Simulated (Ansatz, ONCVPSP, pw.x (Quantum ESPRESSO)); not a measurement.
## From atom to crystal: ONCV potential for Ga

| Quantity | Value |
| --- | --- |
| Element | gallium |
| Generator | ONCVPSP 4.0.1.1 (patched build) |
| Type | optimised norm-conserving Vanderbilt (ONCV) |
| Functional | LDA (Perdew-Wang 92) |
| Relativity | scalar-relativistic |
| Frozen core | [Ar] 3d10 |
| Valence charge | 3 |
| Reference configuration | 4s1 4p2 |
| Partial waves | 4s: rc 1.70 bohr, ncon 4, nbas 8, qcut 3.2 1/bohr, 2 projectors, debl 3.5 Ha; 4p: rc 2.50 bohr, ncon 3, nbas 7, qcut 3.4 1/bohr, 2 projectors, debl 0.9 Ha; d scattering state at 0.37 Ha: rc 2.00 bohr, ncon 3, nbas 6, qcut 5 1/bohr, 2 projectors, debl 4 Ha |
| Local potential | polynomial inside 1.65 bohr (lpopt 4, dvloc0 3 Ha) |
| Core correction | Teter function, fcfact 1.75, rcfact 1.45 |

Atomic tests: cutoffs needed: 16 Ha and 53 Ha (the cutoffs (Ha) at which the residual kinetic energy of the hardest occupied pseudo-wave falls to 1 and 0.1 mHa per electron) The cutoffs count occupied waves only; projector 2 of the d channel, the hardest unoccupied one, needs 88 Ha at the loose tolerance.; ghost test: no bound ghost flagged; GHOST(+) flagged for d at 148.1 eV, s at 192.3 eV; largest excitation error: -36 meV (all-electron minus pseudo) for 4s1 4p0, out of 4 test configurations.

Crystal test: fcc Ga in pw.x 7.5, no spin, 14³ k-points, Fermi–Dirac smearing 0.01 Ry, cutoffs 125/500 Ry. The reference is all-electron LAPW (Ansatz 0.2.0) with the same functional, mesh and smearing; V0 and B0 come from Birch–Murnaghan fits to the pressures at five volumes. Errors are pseudo minus all-electron; Δ is the rms difference of the E(V) curves that follow from these fits, minima aligned, over ±6 % about the mean V0. Mesh and smearing are coarse, so the numbers serve the comparison and aren't converged zero-temperature values; the lattice is a test structure that the element need not adopt.

```json
{"V (Å³/atom)": "16.293", "P all-electron (GPa)": "3.76", "P pseudo (GPa)": "-1.34"}
{"V (Å³/atom)": "16.721", "P all-electron (GPa)": "1.73", "P pseudo (GPa)": "-2.97"}
{"V (Å³/atom)": "17.150", "P all-electron (GPa)": "-0.02", "P pseudo (GPa)": "-4.37"}
{"V (Å³/atom)": "17.579", "P all-electron (GPa)": "-1.53", "P pseudo (GPa)": "-5.56"}
{"V (Å³/atom)": "18.008", "P all-electron (GPa)": "-2.83", "P pseudo (GPa)": "-6.57"}
```

All-electron: a0 = 4.093 Å (V0 = 17.15 Å³/atom), B0 = 65.0 GPa.

Pseudopotential: mean pressure error (GPa): -4.39. The pressure does not cross zero within the volumes sampled, so no fit is given. This is a poor potential for the solid.

Task: At the middle volume, how do free energy and pressure move when the wave cutoff is lowered (ecutrho kept at four times it)?

Result:

```csv
cutoff (Ry),shift of F (meV/atom),shift of P (GPa)
56,+25.0,-0.33
75,+17.8,+0.01
100,+6.8,-0.29
```

The run at the middle volume (104 k-points, 5 iterations) took about 23 s on one core of a shared host (Neoverse-V1, 32 threads, 247 GiB, load 10).
